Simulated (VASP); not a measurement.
## CdTe (zincblende), LDA single-point calculation: VASP's output and Ansatz's

POSCAR

```
Cd Te
 1.0000000000000000
     0.0000000000000000    3.2799551176437878    3.2799551176437878
     3.2799551176437878    0.0000000000000000    3.2799551176437878
     3.2799551176437878    3.2799551176437878    0.0000000000000000
 Cd  Te
   1   1
Cartesian
  0.0000000000000000  0.0000000000000000  0.0000000000000000
  1.6399775588218934  1.6399775588218934  1.6399775588218934
```

VASP ran with the recommended LDA PAW datasets (18 valence electrons in the cell).

From OUTCAR

```
k-points           NKPTS =     16   k-points in BZ     NKDIM =     16   number of bands    NBANDS=     16

   NELECT =      18.0000    total number of electrons

   dimension x,y,z NGX =    36 NGY =   36 NGZ =   36
   dimension x,y,z NGXF=    72 NGYF=   72 NGZF=   72

  energy-cutoff  :      520.00
  volume of cell :       70.57
      direct lattice vectors                 reciprocal lattice vectors
     0.000000000  3.279955118  3.279955118    -0.152441110  0.152441110  0.152441110
     3.279955118  0.000000000  3.279955118     0.152441110 -0.152441110  0.152441110
     3.279955118  3.279955118  0.000000000     0.152441110  0.152441110 -0.152441110

 k-points in reciprocal lattice and weights: KPOINTS created by Atomic Simulation Env
   0.00000000  0.00000000  0.00000000       0.005
   0.16666667  0.00000000  0.00000000       0.037
   0.33333333  0.00000000  0.00000000       0.037
   0.50000000  0.00000000  0.00000000       0.019
   0.16666667  0.16666667  0.00000000       0.028
   0.33333333  0.16666667  0.00000000       0.111
   0.50000000  0.16666667  0.00000000       0.111
  -0.33333333  0.16666667  0.00000000       0.111
   ...

 E-fermi :   1.9340

 k-point     1 :       0.0000    0.0000    0.0000
  band No.  band energies     occupation
      1      -9.2086      2.00000
      2      -6.3423      2.00000
      3      -6.3423      2.00000
      4      -6.3423      2.00000
      5      -6.1046      2.00000
      6      -6.1046      2.00000
      7       1.8308      2.00000
      8       1.8308      2.00000
      9       1.8308      2.00000
     10       2.2712      0.00000
     11       6.3509      0.00000
     12       6.3509      0.00000
     13       6.3509      0.00000
     14       8.9894      0.00000
     15      11.1000      0.00000
     16      11.1000      0.00000

 k-point     2 :       0.1667    0.0000    0.0000
  band No.  band energies     occupation
      1      -9.1155      2.00000
      2      -6.3254      2.00000
      3      -6.3254      2.00000
      4      -6.2643      2.00000
      5      -6.1057      2.00000
      6      -6.1057      2.00000
      7       0.0670      2.00000
      8       1.6154      2.00000
      9       1.6154      2.00000
     10       3.4440      0.00000
     11       6.3994      0.00000
     12       6.6743      0.00000
     13       6.6743      0.00000
     14      10.0041      0.00000
     15      10.2116      0.00000
     16      10.2116      0.00000

 k-point     3 :       0.3333    0.0000    0.0000
  band No.  band energies     occupation
      1      -8.9290      2.00000
      2      -6.2961      2.00000
      3      -6.2961      2.00000
      4      -6.1022      2.00000
      5      -6.1022      2.00000
      6      -6.0087      2.00000
      7      -1.6813      2.00000
      8       1.2540      2.00000
      9       1.2540      2.00000
     10       3.5504      0.00000
     11       6.9587      0.00000
     12       6.9587      0.00000
     13       7.8147      0.00000
     14       9.6780      0.00000
     15      10.5871      0.00000
     16      10.5871      0.00000

 k-point     4 :       0.5000    0.0000    0.0000
  band No.  band energies     occupation
      1      -8.8374      2.00000
      2      -6.2848      2.00000
      3      -6.2848      2.00000
      4      -6.0967      2.00000
      5      -6.0967      2.00000
      6      -5.7881      2.00000
      7      -2.4678      2.00000
      8       1.0968      2.00000
      9       1.0968      2.00000
     10       3.4488      0.00000
     11       6.9327      0.00000
     12       6.9327      0.00000
     13       8.6505      0.00000
     14      10.1381      0.00000
     15      11.9531      0.00000
     16      11.9531      0.00000

 k-point     5 :       0.1667    0.1667    0.0000
  band No.  band energies     occupation
      1      -9.0848      2.00000
      2      -6.3082      2.00000
      3      -6.3082      2.00000
      4      -6.2641      2.00000
      5      -6.1120      2.00000
      6      -6.0977      2.00000
      7       0.0381      2.00000
      8       1.2584      2.00000
      9       1.2584      2.00000
     10       4.0742      0.00000
     11       5.4459      0.00000
     12       7.2528      0.00000
     13       7.2528      0.00000
     14       8.9041      0.00000
     15      10.7206      0.00000
     16      11.3378      0.00000

 k-point     6 :       0.3333    0.1667    0.0000
  band No.  band energies     occupation
      1      -8.9304      2.00000
      2      -6.2852      2.00000
      3      -6.2752      2.00000
      4      -6.1486      2.00000
      5      -6.0924      2.00000
      6      -6.0331      2.00000
      7      -1.2650      2.00000
      8       0.7504      2.00000
      9       0.8704      2.00000
     10       4.4909      0.00000
     11       5.7399      0.00000
     12       7.4184      0.00000
     13       7.8049      0.00000
     14       9.5114      0.00000
     15      11.3736      0.00000
     16      11.4605      0.00000

 ...

  Total       -1.1121428     -1.1121428     -1.1121428      0.0000000     -0.0000000      0.0000000
  in kB      -25.2486089    -25.2486089    -25.2486089      0.0000000     -0.0000000      0.0000000
  external PRESSURE =     -25.2486089 kB  Pullay stress =       0.0000000 kB

 POSITION                                       TOTAL-FORCE (eV/Angst)
 -----------------------------------------------------------------------------------
      0.00000      0.00000      0.00000        -0.000000      0.000000      0.000000
      1.63998      1.63998      1.63998         0.000000     -0.000000     -0.000000
 -----------------------------------------------------------------------------------
    total drift:                                0.000000      0.000000      0.000000

  FREE ENERGIE OF THE ION-ELECTRON SYSTEM (eV)
  ---------------------------------------------------
  free  energy   TOTEN  =        -6.0083129031 eV

  energy  without entropy=       -6.0083129031  energy(sigma->0) =       -6.00831290
```

Each program uses its own PAW datasets. VASP's cell holds 18 valence electrons and Ansatz's 36. LDA means the Perdew–Zunger form with relativistic exchange in VASP and the Perdew–Wang form in Ansatz. Ansatz's stress includes a Pulay correction; VASP's doesn't.

Task: What does Ansatz give for the same cell and level of theory?

Result: gap between bands v and c 0.40 eV; least direct gap 0.40 eV; pressure -2.7 GPa.

Ansatz printed

```
SCF 1 converged in 6 iterations: F = -14945.761151 eV  dr2 = 3.98e-8
  greatest PAW one-centre occupation: 1.000 electrons in one spin orbital (limit 2), on the Cd atom at site 0 (counted from 0), in its partial waves of l = 0
NSCF: frozen V_eff on 6 k-points
SCF converged after 6 iterations
Free energy (F): -14945.761151 eV
Harris-Foulkes:  -14945.761151 eV  (|F-HF|=3.64e-8)
Internal energy: -14945.761151 eV  (E = F + TS)
E sigma→0 (E₀):  -14945.761151 eV
Fermi energy:    6.640540 eV
--- Per-component energies (eV) ---
  E_band       = -814.599118
  E_kinetic    = 686.122128
  E_local      = -5510.448138  (includes V_loc(G=0)·N_el)
  E_nonlocal   = -263.862503
  E_hartree    = 2761.833287
  E_xc         = -298.607370
  E_vxc        = -325.297849  (∫ρ·V_xc dr)
  E_paw        = -8457.874055  (= ΣΔE_a)
  E_vpaw       = -924.791580  (= ΣTr[D̂ρ^β])
  E_aug_tail   = -0.000178  (compensation charges beyond the density's cutoff)
  E_ewald      = -3864.369552
  E_core_change = 1.445230  (= ΣΔE_core)
  E_smearing   = -0.000000  (= −TS)
  E_closure    = -0.000000  (closes the sum)
  Σ components = -14945.761151   (vs F -14945.761151, Δ=0.00e0)
--- Forces (eV/Å), atoms counted from 1 ---
  atom   1  Cd     0.00000000    -0.00000000    -0.00000000
  atom   2  Te    -0.00000000     0.00000000     0.00000000
  max |Σ_I F_I| component: 1.50e-16 eV/Å
--- Stress (GPa, compression-positive) ---
       -2.719683       0.000000      -0.000000
       -0.000000      -2.719683       0.000000
       -0.000000       0.000000      -2.719683
  P = ⅓ Tr σ = -2.7197 GPa (-27.197 kbar)
--- Band table (eV; the first three rows and the last of 16) ---
  k-point 0: bands = ["-95.1703", "-56.3106", "-56.3106", "-56.3106", "-29.2572", "-29.2572", "-29.2572", "-29.2498", "-29.2498", "-4.4336", "-1.5078", "-1.5078", "-1.5078", "-1.2701", "-1.2701", "6.6405", "6.6405", "6.6405", "7.0425", "11.1927", "11.1927", "11.1927"]
  k-point 1: bands = ["-95.1703", "-56.3106", "-56.3106", "-56.3106", "-29.2572", "-29.2571", "-29.2571", "-29.2497", "-29.2497", "-4.3403", "-1.4908", "-1.4908", "-1.4308", "-1.2712", "-1.2712", "4.8705", "6.4264", "6.4264", "8.2296", "11.2193", "11.5159", "11.5159"]
  k-point 2: bands = ["-95.1703", "-56.3106", "-56.3106", "-56.3106", "-29.2572", "-29.2570", "-29.2570", "-29.2497", "-29.2497", "-4.1529", "-1.4615", "-1.4615", "-1.2676", "-1.2676", "-1.1787", "3.1295", "6.0665", "6.0665", "8.3444", "11.8034", "11.8034", "12.6120"]
  k-point 15: bands = ["-95.1703", "-56.3106", "-56.3106", "-56.3106", "-29.2574", "-29.2569", "-29.2567", "-29.2498", "-29.2495", "-3.9467", "-1.3882", "-1.3872", "-1.3132", "-1.2585", "-0.7859", "2.5176", "4.5378", "4.6321", "10.1761", "10.3232", "13.1207", "13.4461"]
```
